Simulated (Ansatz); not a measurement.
# Li3N under a change: biaxial strain +2.33 %, plane normal [001], relaxed out of plane

The parent structure is Li3N (space group P6/mmm, No. 191; a = 3.6098 Å, c = 3.8558 Å). Axes: x lies along a and z along c of the hexagonal cell.

Now apply this change: tensile biaxial strain of 2.33 % in the plane normal to [001], as in epitaxy on a mismatched substrate; the out-of-plane cell vector and the atoms relax.

Method: r2SCAN (Ansatz, a first-principles code), no spin-orbit coupling. k-mesh 11×11×9 (Γ-centred); smearing 0.05 eV (Fermi–Dirac).

| quantity | base | changed | shift |
|---|---|---|---|
| volume per atom | 10.88 Å³ | 11.37 Å³ | +0.49 Å³ |
| space group | P6/mmm (No. 191) | P6/mmm (No. 191) | – |
| shortest interatomic distance | 1.928 Å | 1.924 Å | -0.004 Å |
| pressure (mean of the normal stresses, compression positive) | 0.00 GPa | -2.24 GPa | -2.24 GPa |
| band gap | 1.48 eV | 1.42 eV | -0.06 eV |
| gap character | indirect, A → Γ | indirect, A → Γ | – |
| width of the top valence band | 1.06 eV | 0.96 eV | -0.10 eV |
| electron mass | 0.32 mₑ along c, 0.35 mₑ across (at Γ) | 0.33 mₑ (at Γ) | – |
| out-of-plane strain | – | -0.20 % | – |
| ratio −ε⊥/ε∥ | – | 0.09 | – |
| mean in-plane stress (compression positive) | – | -3.4 GPa | – |

Final structure (turned so that z lies along the plane normal):

```xyz
4
Lattice="3.6939 0.0000 0.0000 1.8469 3.1990 0.0000 0.0000 0.0000 3.8479" Properties=species:S:1:pos:R:3 pbc="T T T"
Li     0.0000     0.0000     1.9239
Li     1.8469     1.0663     0.0000
Li     3.6939     2.1327     0.0000
N      0.0000     0.0000     0.0000
```

Effective masses come from finite differences of ±0.01 Å⁻¹. No phonon test of stability was made.
